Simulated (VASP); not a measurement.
The system is Si.

```xyz
4
Lattice="1.7127 -5.4329 0.0000 1.7127 5.4329 0.0000 0.0000 0.0000 4.5326" Properties=species:S:1:pos:R:3 pbc="T T T"
Si    1.7127    4.3681    4.1247
Si    1.7127   -1.0649    2.6742
Si    1.7127   -4.3681    0.4079
Si    1.7127    1.0649    1.8584
```

The cell was built by a generator and needn't be a form met in nature.

```yaml
Program: VASP 6.6.1
Task: relaxation of cell and atoms
Functional: PBE
Potentials_or_basis: VASP PAW PBE potentials, release 64 (Si)
Cutoff: 600 eV
k_mesh: 6 × 6 × 4
Occupations: gaussian, width 0.1 eV
Spin: no spin polarisation
```

At the start: pressure 7.3 GPa; volume 21.09 Å³/atom.

Question: How do energy, volume and symmetry change on relaxing?

Answer: Over 32 steps the energy falls by 574.2 meV/atom and the volume is 16.91 Å³/atom (-19.8 %); space group Cmce (No. 64, to 0.05 Å).

The path:
```csv
step,energy change (eV),largest force (eV/Å),pressure (GPa),volume (Å³)
1,0.0000,1.2679,7.28,84.35
2,-0.1860,1.0314,-4.68,96.36
3,-0.3304,0.5803,-0.93,91.04
4,-0.4124,0.3550,-1.63,90.46
5,-0.5949,0.2810,-3.25,88.89
6,-0.6971,0.3492,-6.10,85.00
7,-0.7462,0.4007,-5.87,83.65
8,-0.9219,0.5472,-4.85,79.62
9,-1.4848,0.9604,-2.36,71.69
10,-1.5567,0.2003,23.13,56.51
11,-1.7959,1.1060,3.91,65.04
12,-1.8180,1.0231,9.46,61.52
13,-1.8704,0.7583,11.40,60.49
14,-1.8831,0.5340,13.20,59.81
15,-1.9564,0.3936,12.13,60.37
16,-2.0912,0.2798,9.45,62.03
17,-2.0379,1.1478,6.37,65.36
18,-2.1183,0.5698,7.98,63.32
19,-2.1887,0.4060,5.44,64.56
20,-2.2645,0.2229,0.43,67.53
21,-2.2664,0.2251,-0.33,68.06
22,-2.2664,0.2264,-0.46,68.15
23,-2.2700,0.2087,-0.37,68.10
24,-2.2775,0.1568,-0.09,67.93
25,-2.2786,0.0682,0.52,67.58
26,-2.2805,0.1035,0.24,67.74
27,-2.2845,0.0913,0.15,67.82
28,-2.2925,0.0787,-0.14,68.07
29,-2.2875,0.1795,-0.67,68.54
30,-2.2943,0.0989,-0.32,68.22
31,-2.2965,0.0530,-0.01,67.89
32,-2.2969,0.0198,0.22,67.65
```

Final structure:
```xyz
4
Lattice="2.3806 -3.8002 0.0000 2.3806 3.8002 0.0000 0.0000 0.0000 3.7391" Properties=species:S:1:pos:R:3 pbc="T T T"
Si    2.3806    2.6789    3.1891
Si    2.3806   -1.1212    2.4195
Si    2.3806   -2.6789    0.5500
Si    2.3806    1.1212    1.3196
```

Caveat: the volume moved by over 15 % at a fixed basis, so the end points are rough.
